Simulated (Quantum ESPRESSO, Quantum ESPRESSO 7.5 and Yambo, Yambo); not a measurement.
## AgBr (Fm-3m): G0W0 on several meshes in Yambo

Aim: the GW shift of AgBr (Fm-3m) against the k mesh.

Main program and level: Quantum ESPRESSO 7.5 and Yambo 5.3.0; PBE and many-body steps on it, plane waves.

Most raw output is cut from this account.

The database entry behind the starting cell differs from later determinations by our own check (about 0.6 % short of the room-temperature cell), so it need not match the best structure at ambient conditions.

## (1) Starting point

Symmetry: Fm-3m, No. 225, cubic system. The conventional cell has a = 5.740 Å, b = 5.740 Å, c = 5.740 Å, α = 90.00°, β = 90.00°, γ = 90.00°. Ag has 6 Br at 2.87 Å nearest. Br has 6 Ag at 2.87 Å nearest. Farther neighbours and most contacts between anions are not listed.

The cell and positions come from the Crystallography Open Database and are kept as given unless a step says otherwise.

## (2) Empty states on the mesh, 4×4×4 mesh, 575 bands

This step: Quantum ESPRESSO 7.5; DFT, PBE, plane waves, norm-conserving pseudopotentials.

The sums over transitions need many empty states on a uniform mesh; this step solves for them.

pw.in reads:

```
&control
  calculation = 'nscf'
  prefix = 'x'
  outdir = 'o'
  pseudo_dir = 'pseudo'
/
&system
  ibrav = 0
  nat = 2
  ntyp = 2
  ecutwfc = 76.0
  nbnd = 575
  force_symmorphic = .true.
/
&electrons
  conv_thr = 1e-9
  electron_maxstep = 80
  diago_full_acc = .true.
  diago_thr_init = 5e-6
/
ATOMIC_SPECIES
  Ag 107.87 Ag.upf
  Br 79.904 Br.upf
CELL_PARAMETERS angstrom
  -0.0000000000 2.8701500000 2.8701500000
  2.8701500000 0.0000000000 2.8701500000
  2.8701500000 2.8701500000 0.0000000000
ATOMIC_POSITIONS crystal
  Ag 0.0000000000 0.0000000000 0.0000000000
  Br 0.5000000000 0.5000000000 0.5000000000
K_POINTS automatic
  4 4 4 0 0 0
```

Started as:

```sh
> OMP_NUM_THREADS=1 mpirun -n 4 pw.x -nk 4 -in pw.in > pw.out
```

It took 1.7 min on 4 MPI ranks of Arm Neoverse V1, shared host; peak memory 1.1 GiB.

This step gave:

- gap: 0.6724 eV
- k of the valence top: 0, 0, -0.5
- k of the conduction bottom: 0, 0, 0
- least direct gap: 2.604 eV
- k points computed: 8
- lowest point of the top converged band, above the valence top: 287.3112 eV

On this mesh the gap is 0.672 eV.

The density comes from a self-consistent run that is not shown.

## (3) Conversion and set-up

This step: Yambo 5.3.0; conversion and set-up on PBE, plane waves, norm-conserving pseudopotentials.

The states are converted to the many-body program's format and the q mesh is built.

Started as:

```sh
> (cd o/x.save; p2y > p2y.log; mv SAVE ../..); yambo > setup.log
```

Elapsed: 2.7 s, on 1 MPI rank; peak memory 0.25 GiB.

## (4) 4×4×4

G0W0 replaces the xc potential by the self-energy, built once from these orbitals. Only a window of levels is corrected, while the sums run over the empty bands that the input names.

This step: G0W0 on PBE, plane waves, norm-conserving pseudopotentials.

gw2.in reads:

```
HF_and_locXC
gw0
dyson
ppa
em1d
rim_cut
RandQpts= 1000000
RandGvec= 1 RL
EXXRLvcs= 76 Ry
VXCRLvcs= 304 Ry
Chimod= "HARTREE"
% BndsRnXp
 1 | 245 |
%
NGsBlkXp= 17 Ry
% LongDrXp
 1 | 1 | 1 |
%
% GbndRnge
 1 | 245 |
%
DysSolver= "n"
ExtendOut
PPAPntXp= 27.21138 eV
% QPkrange
 3 | 3 | 17 | 20 |
 1 | 1 | 17 | 20 |
%
```

Started as:

```sh
> OMP_NUM_THREADS=1 mpirun -n 4 yambo -F gw2.in -J gw2 -C gw2 > gw2.log
```

Elapsed: 6.6 min, on 4 MPI ranks; peak memory 2 GiB; 26 min of CPU time.

Numbers from this step:

| Item | Value |
| --- | --- |
| G0W0 gap on the points computed | 2.086 eV |
| starting gap on the mesh | 0.6724 eV |
| k of the valence top | 0, 0, -0.5 |
| k of the conduction bottom | 0, 0, 0 |
| least direct G0W0 gap on the computed points | 4.523 eV |
| Z at the valence top | 0.8016 |
| Z at the conduction bottom | 0.8278 |

The gap on the mesh goes from 0.67 eV to 2.09 eV, a correction of +1.41 eV.

## (5) Empty states on the mesh, 2×2×2 mesh, 245 bands

This step: Quantum ESPRESSO 7.5; DFT, PBE, plane waves, norm-conserving pseudopotentials.

pw.in, as its differences from that of step 2:

```diff
@@ -11,3 +11,3 @@
   ecutwfc = 76.0
-  nbnd = 575
+  nbnd = 245
   force_symmorphic = .true.
@@ -31,2 +31,2 @@
 K_POINTS automatic
-  4 4 4 0 0 0
+  2 2 2 0 0 0
```

Started as:

```sh
> OMP_NUM_THREADS=1 mpirun -n 4 pw.x -nk 4 -in pw.in > pw.out
```

The job ended after 12 s (4 MPI ranks; peak memory 0.42 GiB).

This step gave:

* gap: 0.6724 eV
* k of the valence top: 0, 0, -0.5
* k of the conduction bottom: 0, 0, 0
* least direct gap: 2.604 eV
* k points computed: 3
* lowest point of the top converged band, above the valence top: 154.4163 eV

On this mesh the gap is 0.672 eV.

## (6) Conversion and set-up

This step: Yambo 5.3.0; conversion and set-up on PBE, plane waves, norm-conserving pseudopotentials.

Started as:

```sh
> (cd o/x.save; p2y > p2y.log; mv SAVE ../..); yambo > setup.log
```

The job ended after 2.4 s (1 MPI rank; peak memory 0.25 GiB).

## (7) 2×2×2

This step: G0W0 on PBE, plane waves, norm-conserving pseudopotentials.

gw11.in, as its differences from gw2.in of step 4:

```diff
@@ -25,3 +25,3 @@
 % QPkrange
- 3 | 3 | 17 | 20 |
+ 2 | 2 | 17 | 20 |
  1 | 1 | 17 | 20 |
```

Started as:

```sh
> OMP_NUM_THREADS=1 mpirun -n 4 yambo -F gw11.in -J gw11 -C gw11 > gw11.log
```

Run time: 34 s. Hardware: 4 MPI ranks; peak memory 1.4 GiB.

This step gave:

| Quantity | Value |
| --- | --- |
| G0W0 gap on the points computed | 2.088 eV |
| starting gap on the mesh | 0.6724 eV |
| k of the valence top | 0, 0, -0.5 |
| k of the conduction bottom | 0, 0, 0 |
| least direct G0W0 gap on the computed points | 4.527 eV |
| Z at the valence top | 0.8023 |
| Z at the conduction bottom | 0.8234 |

Against G0W0 in Yambo (4×4×4 mesh, 245 bands, screening to 231.3 eV, Godby-Needs plasmon pole), the gap moves by +0.002 eV.

## (8) Side by side

Times are wall times on 4 MPI ranks of Arm Neoverse V1, shared host, good to a factor of about two.

```
  run   mesh  bands  screening cutoff (eV)  DFT gap (eV)  gap on the mesh (eV)  direct (eV)     time
4×4×4  4×4×4    245                  231.3         0.672                 2.086        4.523  6.6 min
2×2×2  2×2×2    245                  231.3         0.672                 2.088        4.527     34 s
```

## (9) Results

- 4×4×4: 2.086 eV
- 2×2×2: 2.088 eV
- known limits: not at the basis limit; d shell near the gap, gap tends to lie low; no spin-orbit coupling; coarse k mesh

2×2×2: +0.002 eV against 4×4×4. Bands and cutoff are finite, so the gap is not at the basis limit. The miss can reach some tenths of an eV and take either sign; the mesh is an error of its own. In the G0W0 runs levels were corrected at 2 k points alone, so a gap called «on the mesh» is the least over those, and an edge elsewhere would be missed. The 4×4×4 mesh is coarse for this cell, which bears on the long-range parts of exchange and screening. Mesh or cutoff lie under what a gap needs, so these runs test behaviour and cost; their gaps are not to be quoted. A d shell, filled or nearly so, lies near the gap. One-shot GW converges very slowly in bands there, not always from below, and on a semilocal start the gap tends to come out low; starts rich in exact exchange can overshoot instead. The many-body steps are scalar-relativistic: spin-orbit coupling is not in them.

[Paths, hosts, dates, memory and timing lines, banners, echoed tables and standing remarks are left out of the program output.]

[Logs are printed without paths, hosts, clocks, repeated set-up lines and the standing remarks that a program may print on its own settings, such as how far it seeks lower states.]

[Runs of the session that timed out or met a known fault of the program may be left out.]

[Hosts, paths, dates, database ids (printed as entryN), source tags and the programs' standing remarks are cut or masked in the printed files.]
